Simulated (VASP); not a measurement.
Write the native input for VASP 6.6.1 that does the following.

- Task: single point
- Functional: PBEsol
- Potentials or basis: VASP PAW PBE potentials, release 64 (Ti_sv, Al)
- Cutoff: 520 eV
- k mesh: 18 × 18 × 10
- Occupations: gaussian, width 0.1 eV
- Spin: no spin polarisation
- Further INCAR settings: ALGO = Normal; EDIFF = 1e-07; NBANDS = 14

The structure of TiAl lies in POSCAR:

```
TiAl
1.0
    2.8672622300      0.0000000000      0.0000000000
   -1.4336311200      2.4831219300      0.0000000000
    0.0000000000      0.0000000000      4.6780830000
Ti Al
1 1
Direct
    0.0000000000      0.0000000000      0.0000000000
    0.3333333300      0.6666666700      0.5000000000
```

The cell comes from a database or a generator and needn't be the stable form of this composition.

The input as run:

INCAR

```
PREC = Accurate
ENCUT = 520
EDIFF = 1E-7
ISMEAR = 0
SIGMA = 0.1
LREAL = F
LASPH = T
NELM = 80
ALGO = Normal
ISIF = 2
LWAVE = F
LCHARG = F
GGA = PS
NBANDS = 14
```

KPOINTS

```
regular mesh
0
Gamma
  18 18 10
```

Potentials or basis: VASP PAW PBE potentials, release 64 (Ti_sv, Al).

The run is started by

```bash
$ cat potpaw_PBE.64/Ti_sv/POTCAR potpaw_PBE.64/Al/POTCAR > POTCAR
$ mpirun -np 1 vasp_std > vasp.out
```

Results of the run:

| Item | Value |
| --- | --- |
| Pressure | -2.9 GPa |
| Band gap on the k mesh | none (metal or under the smearing width) |

Caveat: the PAW data sets were made with another functional, which shifts forces and pressure a little.

Run time: 33 s on 1 thread of Intel(R) Xeon(R) 6975P-C (Granite Rapids), on a shared host, peak memory 0.23 GiB.
